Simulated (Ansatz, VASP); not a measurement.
**Sb in VASP and in Ansatz**

The input INCAR:

```
SYSTEM = Sb
  PREC = Accurate
  ENCUT = 520
  EDIFF = 1E-6
  ISMEAR = -1
  SIGMA = 0.04
  LREAL = .False.
  LASPH = .True.
  NELM = 80
  ALGO = Normal
  ISIF = 2
  LWAVE = .False.
  LCHARG = .False.
  GGA = PE
  NBANDS = 8
```

KPOINTS

```
regular mesh
0
Gamma
  3 3 3
  0 0 0
```

POSCAR

```
Sb
1.0
    3.1600000000      0.0000000000      0.0000000000
    0.0000000000      3.1600000000      0.0000000000
    0.0000000000      0.0000000000      3.1600000000
Sb
1
Direct
    0.0000000000      0.0000000000      0.0000000000
```

Contents of input.yaml:

```yaml
crystal:
  lattice:
    - [3.16, 0.0, 0.0]
    - [0.0, 3.16, 0.0]
    - [0.0, 0.0, 3.16]
  atoms:
    - { symbol: Sb, position: [0.0, 0.0, 0.0] }
kpoints:
  mp_grid: { grid: [3, 3, 3] }
scf:
  occupations: { method: fermi_dirac, width: 0.04 }
hamiltonian:
  xc: pbe
  pseudopotentials: { kind: all_electron, lapw: { basis_error: 0.003 } }
output:
  forces: true
  stress: true
  eigenvalues: true
```

This isn't the form of Sb at room conditions, which is rhombohedral.

Alike in both runs: task single point; functional PBE; k mesh 3 × 3 × 3; occupations fermi-dirac, width 0.04 eV; no spin polarisation.

|  | VASP | Ansatz |
| --- | --- | --- |
| version | VASP 6.6.1 | Ansatz 0.2.0 |
| potentials or method | VASP PAW PBE potentials, release 64 (Sb) | all-electron LAPW, scalar-relativistic |
| plane-wave cutoff (eV) | 520 | see its input |

```tsv
	VASP	Ansatz	Ansatz less VASP
gap on the k mesh at the Fermi level (eV)	none	none	-
pressure (GPa)	-2.5	-2.4	+0.06
```

A gap of «none» marks a metal or a gap that the smearing closes. Ansatz ran all-electron here, so the differences hold the error of VASP's frozen core and of both bases.

Caveats: the k mesh is coarse (spacing up to 0.66 Å⁻¹), so the values aren't converged. The runs have no spin-orbit coupling, so splittings on Sb are missing.
